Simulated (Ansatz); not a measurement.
**Relaxing Ti in the sc type**

First guess:

```yaml
crystal:
  lattice:
    - [2.79972, 0.00000, 0.00000]
    - [0.00000, 2.79972, 0.00000]
    - [0.00000, 0.00000, 2.79972]
  atoms:
    - { symbol: Ti, position: [0.00000, 0.00000, 0.00000] }
```

These are results of Ansatz 0.2.0, DFT, PBE, PAW with Ansatz's default frozen-core files, scalar-relativistic, not measurements.

Cell and atoms relax within the symmetry of the start on a 15×15×15 k mesh with 0.05 eV Fermi–Dirac smearing.

The start is built from a prototype, known or not as a phase of this compound; the cutoff is 420 eV.

(1) What is the pressure of the first guess?

(2) What does it relax to?

(3) How much energy does the relaxation release?

Answers

(1) -10.05 GPa.

(2) a = 2.640 Å, b = 2.640 Å, c = 2.640 Å, α = 90.00°, β = 90.00°, γ = 90.00° (conventional cell), 18.41 Å³ per atom:
```
CELL_PARAMETERS angstrom
2.64046 0.00000 0.00000
0.00000 2.64046 0.00000
0.00000 0.00000 2.64046
ATOMIC_POSITIONS crystal
Ti 0.00000 0.00000 0.00000
```

(3) 125 meV/atom.
